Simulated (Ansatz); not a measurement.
From the elastic tensor of BN at 15 GPa (stress–strain coefficients) to moduli and sound speeds

These are results of DFT PBEsol, scalar-relativistic, plane waves, PAW in Ansatz, not measurements. Settings: 420 eV plane-wave cutoff, Γ-centred 12×12×12 mesh, fixed occupations. No spin polarisation.

The structure is trigonal, space group R3m (No. 160). The conventional cell has a = 2.478 Å, b = 2.478 Å, c = 8.187 Å, α = 90.00°, β = 90.00°, γ = 120.00°. Around B (site symmetry 3m) lie 3 N at 1.43 Å. N (site symmetry 3m) has 3 B at 1.43 Å as nearest neighbours.

The crystal is built of layers and no dispersion correction was added, so the binding between them is poorly described, and with it their spacing and whatever depends on it.

Relaxed-ion constants (GPa, on the Cartesian axes of the calculation):
```
1110.4  294.1   34.0   -2.2  -92.9    0.5
 294.1 1118.2   32.9   69.8  -23.8    6.3
  34.0   32.9  136.3   -2.6    4.5   -1.0
  -2.2   69.8   -2.6   35.0   -0.4  -34.4
 -92.9  -23.8    4.5   -0.4   35.5    4.0
   0.5    6.3   -1.0  -34.4    4.0  413.5
```

Density 2.839 g/cm³; 2 atoms in 14.52 Å³.

The values that follow are for a polycrystal of randomly turned grains, by Hill's mean where one number stands. In a crystal this anisotropic the Voigt and Reuss bounds lie far apart, so Hill's mean and the sound speeds and Debye temperature from it are rough.

| Item | Value |
| --- | --- |
| Bulk modulus, Voigt / Reuss / Hill | 343.0 / 121.9 / 232.5 GPa |
| Shear modulus, Voigt / Reuss / Hill | 230.4 / 55.2 / 142.8 GPa |
| Young's modulus | 356 GPa |
| Poisson ratio | 0.245 |
| Pugh ratio B/G | 1.63 |
| Universal anisotropy index | 17.67 |
| Longitudinal and transverse sound speeds | 12205 and 7093 m/s |
| Debye temperature from the mean sound speed | 1210 K |

This form isn't the usual stable structure of the compound at low pressure.

Cost: 1 run of about 2.1 core-minutes, on Intel Xeon 6975P-C (Granite Rapids) (shared hosts).